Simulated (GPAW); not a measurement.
Crystal: C.

```xyz
1
Lattice="4.2552 0.0000 0.0000 0.0000 4.2552 0.0000 0.0000 0.0000 1.2823" Properties=species:S:1:pos:R:3 pbc="T T T"
C     2.1276    2.1276    0.6411
```

The cell was built by a generator and needn't be a form met in nature.

| Item | Value |
| --- | --- |
| Program | GPAW 26.7.0 |
| Task | relaxation of cell and atoms |
| Functional | PBE |
| Dispersion | D3(BJ) |
| Potentials or basis | GPAW PAW data sets (gpaw-data 1.2.1) |
| Cutoff | 800 eV |
| Basis | pw |
| k mesh | 6 × 6 × 20 |
| Occupations | fermi-dirac, width 0.05 eV |
| Spin | no spin polarisation |

At the start: pressure -0.4 GPa; volume 23.22 Å³/atom.

Q: Where does the relaxation end?

A: Over 8 steps the energy falls by 75.1 meV/atom and the volume is 13.51 Å³/atom (-41.8 %); space group P4/mmm (No. 123, to 0.05 Å).

Step by step:
```
step  energy change (eV)  largest force (eV/Å)  pressure (GPa)  volume (Å³)
   1              0.0000                0.0000           -0.37        23.22
   2             -0.0008                0.0000           -1.06        23.16
   3             -0.0030                0.0000           -1.56        22.81
   4             -0.0316                0.0000          -10.02        16.36
   5             -0.0396                0.0000          -11.14        13.87
   6             -0.0743                0.0000           -2.16        13.68
   7             -0.0748                0.0000            0.21        13.40
   8             -0.0751                0.0000            0.02        13.51
```

Final structure:
```yaml
crystal:
  lattice:
    - [3.24698, 0.00000, 0.00000]
    - [0.00000, 3.24698, 0.00000]
    - [0.00000, 0.00000, 1.28181]
  atoms:
    - { symbol: C, position: [0.50000, 0.50000, 0.50000] }
```

Caveat: later steps reuse the first step's grids; the volume moved by over 15 % at a fixed basis, so the end points are rough; pairwise dispersion overbinds metals, which lowers pressure and volume.
